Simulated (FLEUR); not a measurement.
Input of a FLEUR MaX-R8.1 (later development tree) run:

Contents of inp.xml:

```xml
<?xml version="1.0" encoding="UTF-8" standalone="no"?>
<fleurInput fleurInputVersion="0.39">
   <comment>
      Ag                                                                                                  
   </comment>
   <calculationSetup>
      <cutoffs Kmax="5.0" Gmax="25.0" GmaxXC="25.0" numbands="0"/>
      <scfLoop itmax="60" minDistance="0.00001" maxIterBroyd="15" imix="Anderson" alpha="0.05" precondParam="0.0" spinf="2.0" sdNocoIR="T"/>
      <coreElectrons ctail="T" frcor="F" kcrel="0" coretail_lmax="0"/>
      <xcFunctional name="pbe" relativisticCorrections="F"/>
      <magnetism jspins="1"/>
      <soc l_soc="F" theta="0.0" phi="0.0" spav="F"/>
      <expertModes spex="0" secvar="F"/>
      <geometryOptimization l_f="F" forcealpha="1.0" forcemix="BFGS" epsdisp="0.00001" epsforce="0.00001"/>
      <ldaU l_linMix="F" mixParam="0.05" spinf="1.0"/>
   </calculationSetup>
   <cell>
      <bzIntegration valenceElectrons="19.0" mode="hist" fermiSmearingEnergy="0.00183747">
         <kPointListSelection listName="default-1"/>
         <!-- k-points included here -->
         <xi:include xmlns:xi="http://www.w3.org/2001/XInclude" href="kpts.xml"> </xi:include>
      </bzIntegration>
      <!-- symmetry operations included here -->
      <xi:include xmlns:xi="http://www.w3.org/2001/XInclude" href="sym.xml"> </xi:include>
      <bulkLattice scale="1.0">
         <bravaisMatrix>
            <row-1>    0.0000000000000000     3.8602380410266495     3.8602380410266495</row-1>
            <row-2>    3.8602380410266495     0.0000000000000000     3.8602380410266495</row-2>
            <row-3>    3.8602380410266495     3.8602380410266495     0.0000000000000000</row-3>
         </bravaisMatrix>
      </bulkLattice>
   </cell>
   <atomSpecies>
      <species name="Silver (Ag)" element="Ag" atomicNumber="47">
         <mtSphere radius="2.53" gridPoints="837" logIncrement="0.015"/>
         <atomicCutoffs lmax="13" lnonsphr="8"/>
         <electronConfig flipSpins="F">
            <coreConfig>(1s1/2) (2s1/2) (2p1/2) (2p3/2) (3s1/2) (3p1/2) (3p3/2) (3d3/2) (3d5/2)</coreConfig>
            <valenceConfig>(4s1/2) (4p1/2) (4p3/2) (5s1/2) (4d3/2) (4d5/2)</valenceConfig>
            <stateOccupation state="(5s1/2)" spinUp="0.500000" spinDown="0.500000"/>
         </electronConfig>
         <energyParameters s="5" p="5" d="4" f="4"/>
         <lo type="SCLO" l="0" n="4" eDeriv="0"/>
         <lo type="SCLO" l="1" n="4" eDeriv="0"/>
         <lo type="SCLO" l="1" n="4" eDeriv="1"/>
         <lo type="SCLO" l="2" n="4" eDeriv="2"/>
         <lo type="SCLO" l="3" n="4" eDeriv="2"/>
      </species>
   </atomSpecies>
   <atomGroups>
      <atomGroup species="Silver (Ag)">
         <relPos label="                   1">.0000000000 .0000000000 .0000000000</relPos>
         <force calculate="T" relaxXYZ="TTT"/>
      </atomGroup>
   </atomGroups>
   <output dos="F" band="F" slice="F">
      <checks vchk="F" cdinf="F"/>
      <bandDOS minEnergy="-.5*Htr" maxEnergy="0.5*Htr" sigma="0.015" storeEVData="T"/>
      <vacuumDOS vacdos="F" integ="F" star="F" nstars="0" locx1="0.0" locy1="0.0" locx2="0.0" locy2="0.0" nstm="0" tworkf="0.0"/>
      <unfoldingBand unfoldBand="F" supercellX="1" supercellY="1" supercellZ="1"/>
      <plotting iplot="0" polar="F">
         <plot TwoD="T" vec1="  1.0  0.0  0.0" vec2="  0.0  1.0  0.0" vec3="  0.0  0.0  1.0" zero="  0.0  0.0  0.0" file="plot"/>
      </plotting>
      <chargeDensitySlicing numkpt="0" minEigenval="0.0" maxEigenval="0.0" nnne="0" pallst="F"/>
      <specialOutput eonly="F"/>
      <moessbauerParams electricFieldGradient="T" isomerShift="T" coreHyperfine="T" valenceHyperfine="T"/>
      <magneticCircularDichroism mcd="F" energyLo="-10.0" energyUp="0.0"/>
   </output>
  <!-- We include the file relax.xml here to enable relaxations (see documentation) -->
  <xi:include xmlns:xi="http://www.w3.org/2001/XInclude" href="relax.xml"> <xi:fallback/> </xi:include>
</fleurInput>
```

File crystal.txt:

```
Ag
&input cartesian=F /
0.0000000000  2.0427500000  2.0427500000
2.0427500000  0.0000000000  2.0427500000
2.0427500000  2.0427500000  0.0000000000
1.8897261246
1.0 1.0 1.0

1
47 0.0000000000  0.0000000000  0.0000000000

&kpt div1=11 div2=11 div3=11 gamma=T /
```

inp.xml (bands)

```
<?xml version="1.0" encoding="UTF-8" standalone="no"?>
<fleurInput fleurInputVersion="0.39">
   <comment>
      Ag                                                                                                  
   </comment>
   <calculationSetup>
      <cutoffs Kmax="5.0" Gmax="25.0" GmaxXC="25.0" numbands="0"/>
      <scfLoop itmax="60" minDistance="0.00001" maxIterBroyd="15" imix="Anderson" alpha="0.05" precondParam="0.0" spinf="2.0" sdNocoIR="T"/>
      <coreElectrons ctail="T" frcor="F" kcrel="0" coretail_lmax="0"/>
      <xcFunctional name="pbe" relativisticCorrections="F"/>
      <magnetism jspins="1"/>
      <soc l_soc="F" theta="0.0" phi="0.0" spav="F"/>
      <expertModes spex="0" secvar="F"/>
      <geometryOptimization l_f="F" forcealpha="1.0" forcemix="BFGS" epsdisp="0.00001" epsforce="0.00001"/>
      <ldaU l_linMix="F" mixParam="0.05" spinf="1.0"/>
   </calculationSetup>
   <cell>
      <bzIntegration valenceElectrons="19.0" mode="hist" fermiSmearingEnergy="0.00183747">
         <kPointListSelection listName="path-1"/>
         <!-- k-points included here -->
         <xi:include xmlns:xi="http://www.w3.org/2001/XInclude" href="kpts.xml"> </xi:include>
      </bzIntegration>
      <!-- symmetry operations included here -->
      <xi:include xmlns:xi="http://www.w3.org/2001/XInclude" href="sym.xml"> </xi:include>
      <bulkLattice scale="1.0">
         <bravaisMatrix>
            <row-1>    0.0000000000000000     3.8602380410266495     3.8602380410266495</row-1>
            <row-2>    3.8602380410266495     0.0000000000000000     3.8602380410266495</row-2>
            <row-3>    3.8602380410266495     3.8602380410266495     0.0000000000000000</row-3>
         </bravaisMatrix>
      </bulkLattice>
   </cell>
   <atomSpecies>
      <species name="Silver (Ag)" element="Ag" atomicNumber="47">
         <mtSphere radius="2.53" gridPoints="837" logIncrement="0.015"/>
         <atomicCutoffs lmax="13" lnonsphr="8"/>
         <electronConfig flipSpins="F">
            <coreConfig>(1s1/2) (2s1/2) (2p1/2) (2p3/2) (3s1/2) (3p1/2) (3p3/2) (3d3/2) (3d5/2)</coreConfig>
            <valenceConfig>(4s1/2) (4p1/2) (4p3/2) (5s1/2) (4d3/2) (4d5/2)</valenceConfig>
            <stateOccupation state="(5s1/2)" spinUp="0.500000" spinDown="0.500000"/>
         </electronConfig>
         <energyParameters s="5" p="5" d="4" f="4"/>
         <lo type="SCLO" l="0" n="4" eDeriv="0"/>
         <lo type="SCLO" l="1" n="4" eDeriv="0"/>
         <lo type="SCLO" l="1" n="4" eDeriv="1"/>
         <lo type="SCLO" l="2" n="4" eDeriv="2"/>
         <lo type="SCLO" l="3" n="4" eDeriv="2"/>
      </species>
   </atomSpecies>
   <atomGroups>
      <atomGroup species="Silver (Ag)">
         <relPos label="                   1">.0000000000 .0000000000 .0000000000</relPos>
         <force calculate="T" relaxXYZ="TTT"/>
      </atomGroup>
   </atomGroups>
   <output dos="F" band="T" slice="F">
      <checks vchk="F" cdinf="F"/>
      <bandDOS minEnergy="-.5*Htr" maxEnergy="0.5*Htr" sigma="0.015" storeEVData="T"/>
      <vacuumDOS vacdos="F" integ="F" star="F" nstars="0" locx1="0.0" locy1="0.0" locx2="0.0" locy2="0.0" nstm="0" tworkf="0.0"/>
      <unfoldingBand unfoldBand="F" supercellX="1" supercellY="1" supercellZ="1"/>
      <plotting iplot="0" polar="F">
         <plot TwoD="T" vec1="  1.0  0.0  0.0" vec2="  0.0  1.0  0.0" vec3="  0.0  0.0  1.0" zero="  0.0  0.0  0.0" file="plot"/>
      </plotting>
      <chargeDensitySlicing numkpt="0" minEigenval="0.0" maxEigenval="0.0" nnne="0" pallst="F"/>
      <specialOutput eonly="F"/>
      <moessbauerParams electricFieldGradient="T" isomerShift="T" coreHyperfine="T" valenceHyperfine="T"/>
      <magneticCircularDichroism mcd="F" energyLo="-10.0" energyUp="0.0"/>
   </output>
  <!-- We include the file relax.xml here to enable relaxations (see documentation) -->
  <xi:include xmlns:xi="http://www.w3.org/2001/XInclude" href="relax.xml"> <xi:fallback/> </xi:include>
</fleurInput>
```

Potentials or basis: all-electron, FLAPW.

The run is started by

```console
$ inpgen -f crystal.txt -profile precise
$ # inp.xml edited to the form shown
$ fleur_MPI
$ fleur_MPI   # second run, on inp.xml (bands)
```

Problem. Estimate the band gap along the path.

Solution. None (metal or under the smearing width).

Core levels (eV from the Fermi level):
```csv
atom,levels
1 Ag,"1s1/2 -25313.1, 2s1/2 -3723.9, 2p1/2 -3460.3, 2p3/2 -3284.9, 3s1/2 -680.6, 3p1/2 -575.7, 3p3/2 -544.8, 3d3/2 -359.3, 3d5/2 -353.0"
```
